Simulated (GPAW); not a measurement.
The system is CdS (Greenockite).

```
CELL_PARAMETERS angstrom
4.15000 0.00000 0.00000
-2.07500 3.59401 0.00000
0.00000 0.00000 6.73700
ATOMIC_POSITIONS crystal
Cd 0.66667 0.33333 0.50000
Cd 0.33333 0.66667 0.00000
S 0.66667 0.33333 0.87500
S 0.33333 0.66667 0.37500
```

Base run:

```yaml
Program: GPAW 26.7.0
Functional: TPSS
Potentials_or_basis: GPAW PAW data sets (gpaw-data 1.2.1)
Cutoff: 600 eV
Basis: pw
k_mesh: 6 × 6 × 3
Occupations: fermi-dirac, width 0.05 eV
Spin: no spin polarisation
```

Its results: band gap on the k mesh 1.38 eV, direct; pressure 1.6 GPa; largest force 0.077 eV/Å.

Problem. The run is repeated on the same cell with these changes: functional from TPSS to PBE. What comes out?

Solution. Band gap on the k mesh 1.18 eV, direct; pressure 1.8 GPa; largest force 0.067 eV/Å.

TPSS gives the wider gap, since meta-GGAs in the generalised Kohn-Sham scheme recover part of the derivative discontinuity.

Caveats: the PAW data sets were made with another functional, which shifts forces and pressure a little (some runs).

Not every run made on this cell is shown here.
